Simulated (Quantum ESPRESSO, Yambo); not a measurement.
# BeTe (F-43m): G0W0 with Yambo, start to end, part 3 of 3

Wanted: ground state, empty states, screening and self-energy for BeTe (F-43m).

Quantum ESPRESSO 7.5 and Yambo 5.3.0; PBE and many-body steps on it, plane waves. Known limits of the many-body steps: not at the basis limit; no spin-orbit coupling; coarse k mesh.

So far. Step 3 (Bands along the symmetry lines): The gap is 2.027 eV, as in the run before at this level. Step 4 (Empty states on the mesh, 4×4×4 mesh, 117 bands): On this mesh the gap is 2.027 eV.

**6. Screening and self-energy, 4×4×4 mesh, 117 bands, screening to 163.3 eV**

Now the one-shot GW correction: screening in the RPA, then the self-energy of the levels asked for.

This step: G0W0 on PBE, plane waves, norm-conserving pseudopotentials.

Input file gw1.in:

```
HF_and_locXC
gw0
dyson
ppa
em1d
rim_cut
RandQpts= 1000000
RandGvec= 1 RL
EXXRLvcs= 88 Ry
VXCRLvcs= 352 Ry
Chimod= "HARTREE"
% BndsRnXp
 1 | 117 |
%
NGsBlkXp= 12 Ry
% LongDrXp
 1 | 1 | 1 |
%
% GbndRnge
 1 | 117 |
%
DysSolver= "n"
ExtendOut
PPAPntXp= 27.21138 eV
% QPkrange
 1 | 1 | 13 | 16 |
 7 | 7 | 13 | 16 |
%
```

Started as:

```
$ OMP_NUM_THREADS=1 mpirun -n 4 yambo -F gw1.in -J gw1 -C gw1 > gw1.log
```

The program printed:

```text
 Yambo, version 5.3.0

 [02] CORE Variables Setup
 =========================

  [... cell, symmetries and grids as in the set-up ...]

  [02.05] Energies & Occupations
  ==============================

  [X] === General ===
  [X] Electronic Temperature                        :  0.000000  0.000000 [eV K]
  [X] Bosonic    Temperature                        :  0.000000  0.000000 [eV K]
  [X] Finite Temperature mode                       : no
  [X] El. density                                   :  0.61673E+24 [cm-3]
  [X] Fermi Level                                   :  8.438418 [eV]

  [X] === Gaps and Widths ===
  [X] Conduction Band Min                           :  2.026900 [eV]
  [X] Valence Band Max                              :  0.000000 [eV]
  [X] Filled Bands                                  :  14
  [X] Empty Bands                                   :   15  117
  [X] Direct Gap                                    :  3.644779 [eV]
  [X] Direct Gap localized at k                     :  1
  [X] Indirect Gap                                  :  2.026900 [eV]
  [X] Indirect Gap between kpts                     :   1   7
  [X] Last valence band width                       :  3.120670 [eV]
  [X] 1st conduction band width                     :  3.269928 [eV]

 [03] Transferred momenta grid and indexing
 ==========================================

 IBZ Q-points                                      :   8
 BZ  Q-points                                      :   64

 K/Q-points units:
 rlu = crystal or reduced units; cc = cartesian coordinates; iku = interal k-units

 Q [1]          [rlu]:  0.000000  0.000000  0.000000
 Q [2]          [rlu]:  0.54651E-16  0.26895E-16  0.25000
 Q [3]          [rlu]: -0.10930E-15 -0.53790E-16 -0.50000
 Q [4]          [rlu]:  0.45585E-17  0.25000      0.25000
 Q [5]          [rlu]:  0.71568E-16  0.25000      0.50000
 Q [6]          [rlu]:  0.40755E-16  0.25000     -0.25000
 Q [7]          [rlu]: -0.91171E-17 -0.50000     -0.50000
 Q [8]          [rlu]:  0.250000 -0.500000 -0.250000

 [04] Coloumb potential Random Integration (RIM)
 ===============================================

  [04.01] RIM initialization
  ==========================

  * Diagonal components only detected *

  8 x (sBL volume)        :  0.101203 [a.u.]
  sBZ random points       :  1000000
  Points outside the sBZ  :   7968281
  RL volume               :  0.809622 [a.u.]
  Integrated volume       :  0.812845 [a.u.]

  [04.02] RIM integrals
  =====================

  Gamma point sphere radius             :  0.084531 [a.u.]
  Points outside the sphere             :   800476
  [Int_sBZ(q=0) 1/q^2]*(Vol_sBZ)^(-1/3) =:  7.776341
                                 should be <:  7.795600

  Summary of Coulomb integrals for non-metallic bands |Q|[au] RIM/Bare

  Q [1] 0.100000E-4 0.997530 * Q [2] 0.254239 1.068480
  Q [4] 0.293569 1.066792 * Q [6] 0.415170 1.029814
  Q [5] 0.486830 1.022655 * Q [3] 0.508477 1.020683
  Q [7] 0.587139 1.017590 * Q [8] 0.656441 1.014612

 [05] Dipoles
 ============

  [05.01] Setup: observables and procedures
  =========================================

 [06] Dynamic Dielectric Matrix (PPA)
 ====================================

 [WR./gw1//ndb.pp]---------------------------------------------------------------
  Brillouin Zone Q/K grids (IBZ/BZ)                :    8   64    8   64
  RL vectors                                       :   5209 [WF]
  Coulomb cutoff potential                         : none
  Electronic Temperature                           :  0.000000 [K]
  Bosonic    Temperature                           :  0.000000 [K]
  PPA    diel. fun.  energies                      : Perdew, Burke & Ernzerhof(X)+Perdew, Burke & Ernzerhof(C)
  wavefunctions                                    : Perdew, Burke & Ernzerhof(X)+Perdew, Burke & Ernzerhof(C)
  Global Gauge                                     : length
  X matrix size                                    :  229
  X band range                                     :    1  117
  X e/h energy range                               : -1.000000 -1.000000 [eV]
  X Time ordering                                  : R
  X Hxc Kernel                                     : HARTREE
  X Drude frequency                                :  0.000000  0.000000
  X poles                                          :  100.0000 [o/o]
  RL vectors in the sum                            :   5209
  [r,Vnl] included                                 : yes
  Field direction                                  :  0.577350E-5  0.577350E-5  0.577350E-5
  BZ energy Double Grid                            : no
  BZ energy DbGd points                            : 0
  BZ Q point size factor                           : -1.000000
  X Optical Averaged directions                    : none

 [07] Local Exchange-Correlation + Non-Local Fock
 ================================================

 [VXC] Plane waves :   34327
 [EXS] Plane waves :   4285

 QP @ state[ 1 ] K range:  1  1
 QP @ state[ 1 ] b range:  13  16
 QP @ state[ 2 ] K range:   7   7
 QP @ state[ 2 ] b range:  13  16

 [xc] Functional : Perdew, Burke & Ernzerhof(X)+Perdew, Burke & Ernzerhof(C)
 [xc] LIBXC used to calculate xc functional
  PP Number of Atomic Species                      :  2
  NLCC RL compoments                               :   34327
  PP Number of Atomic Species                      :  2
  NLCC RL compoments                               :   34327

 [xc] E_xc :  -22.86069 [Ha]
      E_xc :  -45.72138 [Ry]

  Local XC kind (lXC) : Perdew, Burke & Ernzerhof(X)+Perdew, Burke & Ernzerhof(C)
  Non-Local XC kind (nlXC) : Hartree-Fock

  Corrections @ K [1] :  [eV]
 <13|nlXC|13> = -15.11880 -0.66376E-17 <13|lXC|13> = -13.37048 -0.18882E-15
 <14|nlXC|14> = -15.11873  0.12259E-17 <14|lXC|14> = -13.37048  0.18883E-15
 <15|nlXC|15> = -5.917436 -0.23129E-17 <15|lXC|15> = -10.43562 -0.94401E-16
 <16|nlXC|16> = -5.917939 -0.29569E-17 <16|lXC|16> = -10.43561 -0.23602E-16

  Corrections @ K [7] :  [eV]
 <13|nlXC|13> = -14.62231 -0.34189E-16 <13|lXC|13> = -11.87648  0.14161E-15
 <14|nlXC|14> = -14.62238 -0.10421E-16 <14|lXC|14> = -11.87648 -0.94410E-16
 <15|nlXC|15> = -5.120957 -0.10391E-17 <15|lXC|15> = -8.959031  0.23577E-16
 <16|nlXC|16> = -5.810337  0.27495E-18 <16|lXC|16> = -9.791950  0.58989E-16

 [08] Dyson equation: Newton solver
 ==================================

  [08.01] G0W0 (W PPA)
  ====================

  [  GW  ] Bands range     :    1  117
  [GW/PPA] G damping       :  0.100000 [eV]

  QP @ state[ 1 ] K range:  1  1
  QP @ state[ 1 ] b range:  13  16
  QP @ state[ 2 ] K range:   7   7
  QP @ state[ 2 ] b range:  13  16

   Sc/G bands                                       :    1  117
   Sc/G damping                                     :  0.100000 ev
   Sc bands terminator                              : no
   Sx RL components                                 :   4285

   QP @ state[ 1 ] K range                          :  1  1
   QP @ state[ 1 ] b range                          :  13  16
   QP @ state[ 2 ] K range                          :   7   7
   QP @ state[ 2 ] b range                          :  13  16
   GF energies kind                                 : Perdew, Burke & Ernzerhof(X)+Perdew, Burke & Ernzerhof(C)
   GF WF`s kind                                     : Perdew, Burke & Ernzerhof(X)+Perdew, Burke & Ernzerhof(C)
   Xs energies kind                                 : Perdew, Burke & Ernzerhof(X)+Perdew, Burke & Ernzerhof(C)
   Xs WF`s kind                                     : Perdew, Burke & Ernzerhof(X)+Perdew, Burke & Ernzerhof(C)

 [11] Game Over & Game summary
```

It took 95 s on 4 MPI ranks of Arm Neoverse V1, shared host; peak memory 1.6 GiB.

This step gave:

- G0W0 gap on the points computed: 2.807 eV
- starting gap on the mesh: 2.027 eV
- k of the valence top: 0, 0, 0
- k of the conduction bottom: 0, -0.5, -0.5
- least direct G0W0 gap on the computed points: 4.682 eV
- Z at the valence top: 0.8055
- Z at the conduction bottom: 0.8175

The gap on the mesh goes from 2.03 eV to 2.81 eV, a correction of +0.78 eV.

Limits: finite bands, cutoff and mesh; no spin-orbit coupling; coarse k mesh. v1 is the top filled band, c1 the lowest empty one. Levels before and after the correction, in eV, zero at the valence-band top of each column:

```csv
,conduction bottom,valence top
Kohn-Sham,2.03,0.00
G0W0,2.81,0.00
```

|  | level | energy (eV) |
| --- | --- | --- |
| Kohn-Sham | Γ v2-v1 | 0.000 |
| Kohn-Sham | Γ c1-c2 | 3.645 |
| Kohn-Sham | (0 -0.5 -0.5) v2-v1 | -2.578 |
| Kohn-Sham | (0 -0.5 -0.5) c1 | 2.027 |
| Kohn-Sham | (0 -0.5 -0.5) c2 | 2.711 |
| G0W0 | Γ v2-v1 | 0.000 |
| G0W0 | Γ c1-c2 | 4.683 |
| G0W0 | (0 -0.5 -0.5) v2-v1 | -2.767 |
| G0W0 | (0 -0.5 -0.5) c1 | 2.807 |
| G0W0 | (0 -0.5 -0.5) c2 | 3.577 |

**7. Where the time went**

Times are wall times on the hardware named with each run, good to a factor of about two.

```csv
step,time,share,memory (GiB)
ground state,7 s,6 %,0.27
bands along the symmetry lines,5.7 s,5 %,0.24
empty states on the mesh,9.9 s,8 %,0.37
conversion and set-up,2.7 s,2 %,0.25
screening and self-energy,95 s,79 %,1.6
```

**8. Outcome**

```yaml
pbe_gap: 2.03 eV, indirect
g0w0_gap_on_the_mesh: 2.81 eV
gw_settings: 4×4×4 mesh, 117 bands, screening to 163.3 eV, Godby-Needs plasmon pole
known_limits: not at the basis limit; no spin-orbit coupling; coarse k mesh
```

What this shows: G0W0 moves the gap on the mesh from 2.03 eV to 2.81 eV (+0.78 eV), with Z of 0.81 and 0.82 at the edges. Only 2 of the mesh's irreducible points were corrected, so a valley elsewhere could overtake. The dearest step here is «screening and self-energy». Against experiment, by G0W0@PBE: the gap of 2.81 eV lies +0.11 eV from the measured 2.7 eV (indirect, quoted 1997); the gap of 2.81 eV lies +0.01 eV from the measured 2.8 eV (indirect, quoted 1997). The calculation has static nuclei and no excitons; a measured gap holds zero-point and thermal motion, which mostly lowers it. With atoms this heavy the missing spin-orbit coupling can matter too. Bands and cutoff are finite, so the gap is not at the basis limit. The miss can reach some tenths of an eV and take either sign; the mesh is an error of its own. In the G0W0 run levels were corrected at 2 k points alone, so a gap called «on the mesh» is the least over those, and an edge elsewhere would be missed. The 4×4×4 mesh is coarse for this cell, which bears on the long-range parts of exchange and screening.

[Paths, hosts, dates, memory and timing lines, banners, echoed tables and standing remarks are left out of the program output.]

[Logs are printed without paths, hosts, clocks, repeated set-up lines and the standing remarks that a program may print on its own settings, such as how far it seeks lower states.]

[Runs of the session that timed out or met a known fault of the program may be left out.]

[Hosts, paths, dates, database ids (printed as entryN), source tags and the programs' standing remarks are cut or masked in the printed files.]
